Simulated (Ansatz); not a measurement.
Te2Mo, 9 atoms in the cell. The cell holds a slab with vacuum, 9 atoms: a = 3.562 Å, b = 3.562 Å, c = 31.563 Å, α = 90.00°, β = 90.00°, γ = 120.00°. 

```yaml
Program: Ansatz 0.2.0
Task: relaxation of cell and atoms
Functional: revPBE
Dispersion: D4
Potentials_or_basis: Ansatz PAW
Cutoff: "420 eV (not typed: the program's choice for these potentials)"
k_mesh: 9 × 9 × 1
Occupations: fermi-dirac, width 0.05 eV
Spin: no spin polarisation
```

Potentials or basis: Ansatz PAW.

Launch:

```sh
$ ansatz run input.yaml --threads 4 --pin off --max-ram 11264MiB --backend cpu --events-out ev --progress --plain --runs-dir out
```

Hardware: 4 threads of Intel(R) Xeon(R) 6975P-C (Granite Rapids), on a shared host.

Question: Estimate the wall time of this run.

Answer: Run time: 39 s on 4 threads of Intel(R) Xeon(R) 6975P-C (Granite Rapids) (shared host), peak memory 1 GiB. Counts: scf iterations 55, plane waves 6203, k points 12, bands 83, ion steps 6.
